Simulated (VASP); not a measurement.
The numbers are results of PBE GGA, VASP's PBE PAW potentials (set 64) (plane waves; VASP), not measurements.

VASP input:

### KPOINTS
```
k-points along high-symmetry lines
15
Line-mode
Reciprocal
  0.000000   0.000000   0.000000 ! GAMMA
  0.500000   0.000000   0.500000 ! X

  0.500000   0.000000   0.500000 ! X
  0.625000   0.250000   0.625000 ! U

  0.375000   0.375000   0.750000 ! K
  0.000000   0.000000   0.000000 ! GAMMA

  0.000000   0.000000   0.000000 ! GAMMA
  0.500000   0.500000   0.500000 ! L

  0.500000   0.500000   0.500000 ! L
  0.500000   0.250000   0.750000 ! W

  0.500000   0.250000   0.750000 ! W
  0.500000   0.000000   0.500000 ! X
```

INCAR:
```
SYSTEM = NaBr
PREC = Accurate
ENCUT = 520
EDIFF = 1E-7
NELM = 100
ALGO = Normal
LREAL = .FALSE.
LASPH = .TRUE.
ISMEAR = 0
SIGMA = 0.05
GGA = PE
LMAXMIX = 4
LWAVE = .FALSE.
LCHARG = .FALSE.
LORBIT = 11
ICHARG = 11
```

POSCAR:
```
NaBr
1.0
  0.0000000000   3.0187443167   3.0187443167
  3.0187443167   0.0000000000   3.0187443167
  3.0187443167   3.0187443167   0.0000000000
Na Br
1 1
Cartesian
  0.0000000000   0.0000000000   0.0000000000
  3.0187443167   3.0187443167   3.0187443167
```

POTCAR, in this order: Na_pv Br (PBE.64 set). Program: vasp_std. Read from the step before: CHGCAR.

Output

File OSZICAR:
```
       N       E                     dE             d eps       ncg     rms          rms(c)
DAV:   1     0.859746818793E+02    0.85975E+02   -0.72271E+03  1988   0.122E+03
DAV:   2     0.217666802271E+01   -0.83798E+02   -0.78074E+02  2189   0.254E+02
DAV:   3    -0.554887504852E+01   -0.77255E+01   -0.76810E+01  2414   0.758E+01
DAV:   4    -0.571913157482E+01   -0.17026E+00   -0.17009E+00  2231   0.123E+01
DAV:   5    -0.572157208139E+01   -0.24405E-02   -0.24403E-02  2293   0.149E+00
DAV:   6    -0.572162604904E+01   -0.53968E-04   -0.53967E-04  2269   0.243E-01
DAV:   7    -0.572162768664E+01   -0.16376E-05   -0.16376E-05  2386   0.407E-02
DAV:   8    -0.572162774404E+01   -0.57405E-07   -0.57345E-07  2243   0.777E-03
   1 F= -.57216277E+01 E0= -.57216277E+01  d E =-.266825E-17
```

### OUTCAR
```
 val. band max:       -0.9231949685   @ k =   0.0000   0.0000   0.0000

 cond. band min:       3.1399093381   @ k =   0.0000   0.0000   0.0000



 k-point     1 :       0.0000    0.0000    0.0000
  band No.  band energies     occupation
      1     -22.5406      2.00000
      2     -22.5406      2.00000
      3     -22.5406      2.00000
      4     -13.6514      2.00000
      5      -0.9232      2.00000
      6      -0.9232      2.00000
      7      -0.9232      2.00000
      8       3.1399      0.00000
      9       8.8854      0.00000
     10       8.8854      0.00000
     11       8.8854      0.00000

 k-point     2 :       0.0357    0.0000    0.0357
  band No.  band energies     occupation
      1     -22.5408      2.00000
      2     -22.5407      2.00000
      3     -22.5406      2.00000
      4     -13.6474      2.00000
      5      -0.9647      2.00000
      6      -0.9323      2.00000
      7      -0.9323      2.00000
      8       3.2044      0.00000
      9       8.7976      0.00000
     10       8.9140      0.00000
     11       8.9140      0.00000

 k-point     3 :       0.0714    0.0000    0.0714
  band No.  band energies     occupation
      1     -22.5412      2.00000
      2     -22.5408      2.00000
      3     -22.5408      2.00000
      4     -13.6356      2.00000
      5      -1.0800      2.00000
      6      -0.9588      2.00000
      7      -0.9588      2.00000
      8       3.3879      0.00000
      9       8.5706      0.00000
     10       8.9989      0.00000
     11       8.9989      0.00000

 k-point     4 :       0.1071    0.0000    0.1071
  band No.  band energies     occupation
      1     -22.5419      2.00000
      2     -22.5410      2.00000
      3     -22.5410      2.00000
      4     -13.6167      2.00000
      5      -1.2475      2.00000
      6      -1.0009      2.00000
      7      -1.0009      2.00000
      8       3.6657      0.00000
      9       8.2710      0.00000
     10       9.1371      0.00000
...
```

The density is held fixed in this step, so its total energy and stress have no physical meaning.

The compound is NaBr in the rock salt structure. It was relaxed first.
